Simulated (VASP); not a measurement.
# Ni (P6_3/mmc) in VASP: settings compared

The runs below take Ni through single point, with PBEsol, r2SCAN.

Program: VASP 6.6.1. These are calculated values, not measurements. Logs are shortened: lines on timing, memory, paths and dates and some standing lists are left out, and cuts for length are marked.

### 1 The crystal as given

It takes space group P6_3/mmc (No. 194, hexagonal). The conventional cell has a = 2.448 Å, b = 2.448 Å, c = 4.073 Å, α = 90.00°, β = 90.00°, γ = 120.00°. Ni (site symmetry -6m2) has 12 Ni at 2.45 to 2.48 Å as nearest neighbours.

This isn't the form of Ni at room conditions, which is fcc.

### 2 Single point, PBEsol, collinear spin, typed start

The input, INCAR:

```
SYSTEM = Ni
PREC = Accurate
ENCUT = 520
EDIFF = 1E-7
ISMEAR = -1
SIGMA = 0.1
LREAL = .False.
LASPH = .True.
NELM = 150
ALGO = Fast
ISIF = 2
LWAVE = .False.
LCHARG = .True.
ISPIN = 2
MAGMOM = 1 1
LORBIT = 11
LMAXMIX = 4
GGA = PS
LELF = .True.
LVHAR = .True.
NBANDS = 21
```

The input, KPOINTS:

```
Automatic mesh
0
Gamma
  10 10 6
  0 0 0
```

The input, POSCAR:

```
Ni
1.0
    2.4480228978      0.0000000000      0.0000000000
   -1.2240114489      2.1200500186      0.0000000000
    0.0000000000      0.0000000000      4.0728075700
Ni
2
Direct
    0.6666666667      0.3333333333      0.7500000000
    0.3333333333      0.6666666667      0.2500000000
```

Potentials or basis: VASP PAW PBE potentials, release 64 (Ni).

Launch:

```bash
$ cat potpaw_PBE.64/Ni/POTCAR > POTCAR
$ mpirun -np 1 vasp_std > vasp.out
```

OUTCAR:

```text
SYSTEM = Ni
   PREC = Accurate
   ENCUT = 520
   EDIFF = 1E-7
   ISMEAR = -1
   LREAL = .False.
   LASPH = .True.
   NELM = 150
   ISIF = 2
   ISPIN = 2
   LORBIT = 11
   GGA = PS

 ion  position               nearest neighbor table
   1  0.667  0.333  0.750-   2 2.48   2 2.48   2 2.48   2 2.48   2 2.48   2 2.48
   2  0.333  0.667  0.250-   1 2.48   1 2.48   1 2.48   1 2.48   1 2.48   1 2.48

  LATTYP: Found a hexagonal cell.
 ALAT       =     2.4480228978
 C/A-ratio  =     1.6637130207

  Lattice vectors:

 A1 = (   2.4480228978,   0.0000000000,   0.0000000000)
 A2 = (  -1.2240114489,   2.1200500186,   0.0000000000)
 A3 = (   0.0000000000,   0.0000000000,   4.0728075700)

Analysis of symmetry for initial positions (statically):
=====================================================================
 Subroutine PRICEL returns:
 Original cell was already a primitive cell.

 Routine SETGRP: Setting up the symmetry group for a
 hexagonal supercell.

 Subroutine GETGRP returns: Found 24 space group operations
 (whereof 12 operations were pure point group operations)
 out of a pool of 24 trial point group operations.

The static configuration has the point symmetry D_3d.
 The point group associated with its full space group is D_6h.

Analysis of symmetry for dynamics (positions and initial velocities):
=====================================================================
 Subroutine PRICEL returns:
 Original cell was already a primitive cell.

 Routine SETGRP: Setting up the symmetry group for a
 hexagonal supercell.

 Subroutine GETGRP returns: Found 24 space group operations
 (whereof 12 operations were pure point group operations)
 out of a pool of 24 trial point group operations.

The dynamic configuration has the point symmetry D_3d.
 The point group associated with its full space group is D_6h.

Analysis of structural, dynamic, and magnetic symmetry:
=====================================================================
 Subroutine PRICEL returns:
 Original cell was already a primitive cell.

 Routine SETGRP: Setting up the symmetry group for a
 hexagonal supercell.

 Subroutine GETGRP returns: Found 24 space group operations
 (whereof 12 operations were pure point group operations)
 out of a pool of 24 trial point group operations.

The overall configuration has the point symmetry D_3d.
 The point group associated with its full space group is D_6h.

 Subroutine INISYM returns: Found 24 space group operations
 (whereof 12 operations are pure point group operations),
 and found     1 'primitive' translations

----------------------------------------------------------------------------------------

                                     Primitive cell

  volume of cell :      21.1376

  direct lattice vectors                    reciprocal lattice vectors
     2.448022898  0.000000000  0.000000000     0.408492911  0.235843492  0.000000000
    -1.224011449  2.120050019  0.000000000     0.000000000  0.471686984  0.000000000
     0.000000000  0.000000000  4.072807570     0.000000000  0.000000000  0.245530873

  length of vectors
     2.448022898  2.448022898  4.072807570     0.471686984  0.471686984  0.245530873

  position of ions in fractional coordinates (direct lattice)
     0.666666667  0.333333333  0.750000000
     0.333333333  0.666666667  0.250000000

  ion indices of the primitive-cell ions
   primitive index   ion index
                 1           1
                 2           2

----------------------------------------------------------------------------------------

 KPOINTS: Automatic mesh

Automatic generation of k-mesh.
 Grid dimensions read from file:
 generate k-points for:   10   10    6

 Generating k-lattice:

  Cartesian coordinates                     Fractional coordinates (reciprocal lattice)
     0.040849291  0.023584349  0.000000000     0.100000000 -0.000000000  0.000000000
     0.000000000  0.047168698  0.000000000     0.000000000  0.100000000  0.000000000
     0.000000000  0.000000000  0.040921812     0.000000000  0.000000000  0.166666667

  Length of vectors
     0.047168698  0.047168698  0.040921812

  Shift w.r.t. Gamma in fractional coordinates (k-lattice)
     0.000000000  0.000000000  0.000000000

 Subroutine IBZKPT returns following result:
 ===========================================

 Found     56 irreducible k-points:

 Following reciprocal coordinates:
            Coordinates               Weight
  0.000000  0.000000  0.000000      1.000000
  0.100000 -0.000000  0.000000      6.000000
  0.200000 -0.000000  0.000000      6.000000
  0.300000  0.000000  0.000000      6.000000
  0.400000 -0.000000  0.000000      6.000000
  0.500000 -0.000000  0.000000      3.000000
[... 16 lines left out ...]
  0.300000  0.100000  0.166667     24.000000
  0.400000  0.100000  0.166667     24.000000
 [... further k-points ...]
   k-points           NKPTS =     56   k-points in BZ     NKDIM =     56   number of bands    NBANDS=     21
   number of dos      NEDOS =    301   number of ions     NIONS =      2
   total plane-waves  NPLWV =   9720
   dimension x,y,z NGX =    18 NGY =   18 NGZ =   30
   dimension x,y,z NGXF=    36 NGYF=   36 NGZF=   60
   ions per type =               2
   NGX,Y,Z   is equivalent  to a cutoff of  12.22, 12.22, 12.25 a.u.
   NGXF,Y,Z  is equivalent  to a cutoff of  24.45, 24.45, 24.49 a.u.
 SYSTEM =  Ni
   PREC   = accura    normal or accurate (medium, high low for compatibility)
   ISTART =      0    job   : 0-new  1-cont  2-samecut
   ICHARG =      2    charge: 1-file 2-atom 10-const
   ISPIN  =      2    spin polarized calculation?
   LNONCOLLINEAR =      F non collinear calculations
   LSORBIT =      F    spin-orbit coupling
   LASPH  =      T    aspherical Exc in radial PAW
   ENCUT  =  520.0 eV  38.22 Ry    6.18 a.u.   4.55  4.55  7.57*2*pi/ulx,y,z
   NELM   =    150;   NELMIN=  2; NELMDL= -5     # of ELM steps
   EDIFF  = 0.1E-06   stopping-criterion for ELM
   LREAL  =      F    real-space projection
   EDIFFG = 0.1E-05   stopping-criterion for IOM
   NSW    =      0    number of steps for IOM
   IBRION =     -1    ionic relax: 0-MD 1-quasi-New 2-CG
   NFREE  =      0    steps in history (QN), initial steepest desc. (CG)
   ISIF   =      2    stress and relaxation
   ISYM   =      2    0-nonsym 1-usesym 2-fastsym
   POTIM  = 0.5000    time-step for ionic-motion
   TEBEG  =    0.0;   TEEND  =   0.0 temperature during run
   PSTRESS=    0.0 pullay stress
   NELECT =      20.0000    total number of electrons
   NUPDOWN=      -1.0000    fix difference up-down
   EMIN   =  10.00;   EMAX   =-10.00  energy-range for DOS
   EFERMI =   0.00;   METHOD = LEGACY
   ISMEAR =    -1;   SIGMA  =   0.10  broadening in eV -4-tet -1-fermi 0-gaus
   EFERMI_NEDOS =   21; number of points for ismear=-14 and -15
   IALGO  =     68    algorithm
   IMIX   =      4    mixing-type and parameters
     AMIX     =   0.40;   BMIX     =  1.00
     AMIX_MAG =   1.60;   BMIX_MAG =  1.00
  volume/ion in A,a.u.               =      10.57        71.32
  Fermi-wavevector in a.u.,A,eV,Ry     =   1.607187  3.037143 35.144518  2.583049
  Thomas-Fermi vector in A             =   2.703255
   LORBIT       =     11    0 simple, 1 ext, 2 COOP (PROOUT), +10 PAW based schemes
   GGA     = PS    functional components
   LHFCALC =     F    Hartree Fock is set to
   AEXX    =    0.0000 exact exchange contribution
   IVDW    =     0    specifies the selected vdW correction
   LEPSILON=     F    determine dielectric tensor
   LRPA    =     F    only Hartree local field effects (RPA)
 spin polarized calculation
 RMM-DIIS sequential band-by-band and
  energy-cutoff  :      520.00
  volume of cell :       21.14
 maximum number of plane-waves:       592
   NGX =  9   NGY =  9   NGZ = 15

 number of electron      19.9999995 magnetization       1.3060163

 Free energy of the ion-electron system (eV)
  ---------------------------------------------------
  ext. energy  EPLUGINS =         0.00000000
  ---------------------------------------------------
  free energy    TOTEN  =       -12.28174978 eV

  energy without entropy =      -12.16489163  energy(sigma->0) =      -12.22332071

 E-fermi :   9.6207     XC(G=0): -13.6075

 val. band max:        9.6200494662   @ k =   0.1000   0.1000   0.3333
 cond. band min:       9.6227589807   @ k =   0.4000  -0.0000   0.0000
 fundamental gap:      0.0027095145
 Fermi energy:         9.6206723042

 spin component 1

 k-point     1 :       0.0000    0.0000    0.0000
  band No.  band energies     occupation
      1       0.3352      1.00000
      2       4.5646      1.00000
      3       7.0302      1.00000
      4       7.1929      1.00000
      5       7.1929      1.00000
      6       7.4576      1.00000
[... 13 lines left out ...]
     20      36.3013      0.00000
     21      40.2113      0.00000

 k-point     2 :       0.1000   -0.0000    0.0000
  band No.  band energies     occupation
      1       0.6935      1.00000
      2       4.7864      1.00000
      3       6.8835      1.00000
      4       7.2870      1.00000
      5       7.3501      1.00000
      6       7.3941      1.00000
[... 13 lines left out ...]
     20      39.2598      0.00000
     21      39.4047      0.00000

 k-point     3 :       0.2000   -0.0000    0.0000
  band No.  band energies     occupation
      1       1.7180      1.00000
      2       5.2832      1.00000
      3       6.6019      1.00000
      4       6.6111      1.00000
      5       7.1410      1.00000
      6       7.6559      1.00000
[... 13 lines left out ...]
     20      38.7170      0.00000
     21      38.8033      0.00000
[... 457 lines left out ...]
 k-point    23 :       0.3000    0.1000    0.1667
  band No.  band energies     occupation
      1       4.2426      1.00000
      2       5.5084      1.00000
      3       5.7332      1.00000
      4       6.4252      1.00000
      5       7.0845      1.00000
      6       7.4562      1.00000
[... 13 lines left out ...]
     20      35.0681      0.00000
     21      37.1177      0.00000

 k-point    24 :       0.4000    0.1000    0.1667
  band No.  band energies     occupation
      1       4.8776      1.00000
      2       5.2944      1.00000
      3       5.7970      1.00000
      4       6.3370      1.00000
      5       7.1192      1.00000
      6       7.5889      1.00000
[... 13 lines left out ...]
     20      34.6315      0.00000
     21      38.4394      0.00000

 [... further k-points ...]

 spin component 2

 k-point     1 :       0.0000    0.0000    0.0000
  band No.  band energies     occupation
      1       0.3358      1.00000
      2       4.9757      1.00000
      3       7.7377      1.00000
      4       7.8857      1.00000
      5       7.8857      1.00000
      6       8.1689      1.00000
[... 13 lines left out ...]
     20      36.4111      0.00000
     21      40.3349      0.00000

 k-point     2 :       0.1000   -0.0000    0.0000
  band No.  band energies     occupation
      1       0.6945      1.00000
      2       5.2118      1.00000
      3       7.5630      1.00000
      4       7.9720      1.00000
      5       7.9946      1.00000
      6       8.0495      1.00000
[... 13 lines left out ...]
     20      39.3887      0.00000
     21      39.5075      0.00000

 k-point     3 :       0.2000   -0.0000    0.0000
  band No.  band energies     occupation
      1       1.7250      1.00000
      2       5.7560      1.00000
      3       7.0263      1.00000
      4       7.2447      1.00000
      5       7.8197      1.00000
      6       8.3250      1.00000
[... 13 lines left out ...]
     20      38.8158      0.00000
     21      38.8279      0.00000
[... 457 lines left out ...]
 k-point    23 :       0.3000    0.1000    0.1667
  band No.  band energies     occupation
      1       4.3826      1.00000
      2       5.9827      1.00000
      3       6.2466      1.00000
      4       6.9740      1.00000
      5       7.7100      1.00000
      6       8.0871      1.00000
[... 13 lines left out ...]
     20      35.1669      0.00000
     21      37.1727      0.00000

 k-point    24 :       0.4000    0.1000    0.1667
  band No.  band energies     occupation
      1       5.2582      1.00000
      2       5.8015      1.00000
      3       6.2647      1.00000
      4       6.8286      1.00000
      5       7.7555      1.00000
      6       8.2479      1.00000
[... 13 lines left out ...]
     20      34.7628      0.00000
     21      38.4899      0.00000

 [... further k-points ...]

------------------------ aborting loop because EDIFF is reached ----------------------------------------

  FORCE on cell =-STRESS in cart. coord.  units (eV):
  Direction    XX          YY          ZZ          XY          YZ          ZX
  --------------------------------------------------------------------------------------
  -------------------------------------------------------------------------------------
  Total       -0.1542871     -0.1542871     -0.7214730      0.0000000      0.0000000      0.0000000
  in kB      -11.6945819    -11.6945819    -54.6858774      0.0000000      0.0000000      0.0000000
  external PRESSURE =     -26.0250137 kB  Pullay stress =       0.0000000 kB

 VOLUME and BASIS-vectors are now :
 -----------------------------------------------------------------------------
  energy-cutoff  :      520.00
  volume of cell :       21.14
      direct lattice vectors                 reciprocal lattice vectors
     2.448022898  0.000000000  0.000000000     0.408492911  0.235843492  0.000000000
    -1.224011449  2.120050019  0.000000000     0.000000000  0.471686984  0.000000000
     0.000000000  0.000000000  4.072807570     0.000000000  0.000000000  0.245530873

 POSITION                                       TOTAL-FORCE (eV/Angst)
 -----------------------------------------------------------------------------------
      1.22401      0.70668      3.05461         0.000000      0.000000      0.000000
     -0.00000      1.41337      1.01820         0.000000      0.000000      0.000000
 -----------------------------------------------------------------------------------
    total drift:                               -0.000000      0.000000     -0.000000

  FREE ENERGIE OF THE ION-ELECTRON SYSTEM (eV)
  ---------------------------------------------------
  free  energy   TOTEN  =       -12.2817497839 eV

  energy  without entropy=      -12.1648916339  energy(sigma->0) =      -12.22332071

 total charge

# of ion       s       p       d       tot
------------------------------------------
    1        0.513   0.530   8.324   9.367
    2        0.513   0.530   8.324   9.367
--------------------------------------------------
tot          1.026   1.060  16.649  18.735

 magnetization (x)

# of ion       s       p       d       tot
------------------------------------------
    1       -0.004  -0.023   0.686   0.659
    2       -0.004  -0.023   0.686   0.659
--------------------------------------------------
tot         -0.008  -0.045   1.372   1.318
```

It took 62 s on 1 thread of Intel Xeon Platinum 8259CL at 2.50GHz (Skylake/Cascade Lake), shared host; peak memory 0.15 GiB.

Results:

| Item | Value |
| --- | --- |
| Free energy | -12.2817 eV |
| Pressure | -2.6 GPa |
| Band gap on the k mesh | none (metal or under the smearing width) |
| Net moment | 1.31 μB per cell |
| Site moments | Ni +0.66 μB |
| Valence electrons inside the program's atomic spheres | Ni 9.37 |

Caveat: the PAW data sets were made with another functional, which shifts forces and pressure a little.

### 3 Single point, r2SCAN, collinear spin, typed start

POSCAR is that of step 2.

The input, INCAR.step1:

```
SYSTEM = Ni
ALGO = Normal
EDIFF = 1E-4
ENCUT = 520
GGA = PE
ISMEAR = 1
ISPIN = 2
LASPH = .TRUE.
LCHARG = .FALSE.
LMAXMIX = 4
LREAL = .FALSE.
LWAVE = .TRUE.
MAGMOM = 1 1
NBANDS = 21
NELM = 150
PREC = Accurate
SIGMA = 0.01
```

The input, INCAR.step2:

```
SYSTEM = Ni
ALGO = Normal
EDIFF = 1E-7
ENCUT = 520
ISIF = 2
ISMEAR = 1
ISPIN = 2
ISTART = 1
LASPH = .TRUE.
LCHARG = .FALSE.
LMAXMIX = 4
LMIXTAU = .TRUE.
LORBIT = 11
LREAL = .FALSE.
LWAVE = .FALSE.
MAGMOM = 1 1
METAGGA = R2SCAN
NBANDS = 21
NELM = 150
PREC = Accurate
SIGMA = 0.01
```

The input, KPOINTS:

```
k-points
0
G
  10 10 6
  0 0 0
```

Potentials or basis: VASP PAW PBE potentials, release 64 (Ni).

Launch:

```bash
$ cat potpaw_PBE.64/Ni/POTCAR > POTCAR
$ cp INCAR.step1 INCAR
$ mpirun -np 1 vasp_std > vasp.out
$ cp INCAR.step2 INCAR
$ mpirun -np 1 vasp_std > vasp.out
```

Run time: 4.7 min. Hardware: 1 thread of Intel Xeon Platinum 8259CL at 2.50GHz (Skylake/Cascade Lake), shared host; peak memory 0.16 GiB.

Results (log left out):

* Free energy: -23.8195 eV
* Pressure: -0.1 GPa
* Band gap on the k mesh: none (metal or under the smearing width)
* Net moment: 1.36 μB per cell
* Site moments: Ni +0.70 μB
* Valence electrons inside the program's atomic spheres: Ni 9.40

Stress tensor (GPa, compression positive):
```
-0.78  0.00  0.00
 0.00 -0.78  0.00
 0.00  0.00  1.38
```

Levels at points of the mesh, in eV from the Fermi level:
Spin up:
```
           k point  band 8  band 9  band 10  band 11  band 12  band 13  band 14  band 15
(0.00, 0.00, 0.00)   -1.87   -1.87    -0.93    -0.93    -0.62     5.60    23.90    26.29
(0.50, 0.00, 0.00)   -1.01   -0.90    -0.76     1.00     3.11     9.74    10.37    12.82
(0.00, 0.00, 0.50)   -2.85   -1.25    -1.25    -1.25    -1.25    14.64    14.64    24.67
(0.50, 0.00, 0.50)   -1.40   -0.94    -0.94     1.45     1.45     7.17     7.17    19.49
```
Spin down:
```
           k point  band 6  band 7  band 8  band 9  band 10  band 11  band 12  band 13
(0.00, 0.00, 0.00)   -1.41   -1.41   -1.20   -1.20    -0.81    -0.21    -0.21     6.39
(0.50, 0.00, 0.00)   -2.02   -1.23   -0.04    0.29     0.42     1.90     3.74     9.81
(0.00, 0.00, 0.50)   -1.78   -1.78   -1.78   -0.47    -0.47    -0.47    -0.47    14.89
(0.50, 0.00, 0.50)   -1.13   -0.25   -0.25    0.37     0.37     1.58     1.58     7.61
```

Caveat: the PAW data sets were made with another functional, which shifts forces and pressure a little.
